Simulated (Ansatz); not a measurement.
Reactions of `FC(F)(F)C(F)(F)C(F)(F)F`.

Gas-phase electronic energies from Ansatz, PBE0-D4/def2-TZVP geometries. CCSD(T)/CBS adds triple-zeta CCSD(T) − MP2 to the extrapolated MP2 energy (def2 sets, frozen cores). This one scheme is used for every species. No spin–orbit coupling; open shells (•) take unrestricted orbitals. One conformer a species, not always the lowest.

Order these by ΔE at CCSD(T)/CBS, lowest first. (Best estimate.)
A. `FC(F)(F)C(F)(F)C(F)(F)F` → `FC(F)(F)C(F)(F)F` + `F[C]F`
B. `FC(F)(F)C(F)(F)C(F)(F)F` + `FC(F)F` → `FC(F)(F)C(F)(F)C(F)(F)C(F)(F)F` + H–F
C. `FC(F)(F)C(F)(F)C(F)(F)F` + `CF` → `FCC(F)(F)C(F)(F)F` + `FC(F)F`
D. `FC(F)(F)C(F)(F)C(F)(F)F` + H–F → `FC(F)(F)C(F)(F)F` + `FC(F)F`
E. `FC(F)(F)C(F)(F)C(F)(F)F` → `F[C](F)C(F)(F)F`• + `F[C](F)F`•
F. `FC(F)(F)C(F)(F)C(F)(F)F` + `CF` → `FCC(F)(C(F)(F)F)C(F)(F)F` + H–F
G. `FC(F)(F)C(F)(F)C(F)(F)F` + `[SiH3]S` → `FC(F)(F)S[SiH3]` + `FC(F)C(F)(F)F`

F (-10.0 kcal/mol), C (-8.1 kcal/mol), D (-3.9 kcal/mol), G (+0.9 kcal/mol), B (+4.7 kcal/mol), A (+54.5 kcal/mol), E (+96.6 kcal/mol).

Largest T1 diagnostic: 0.017, for `F[C]F`.
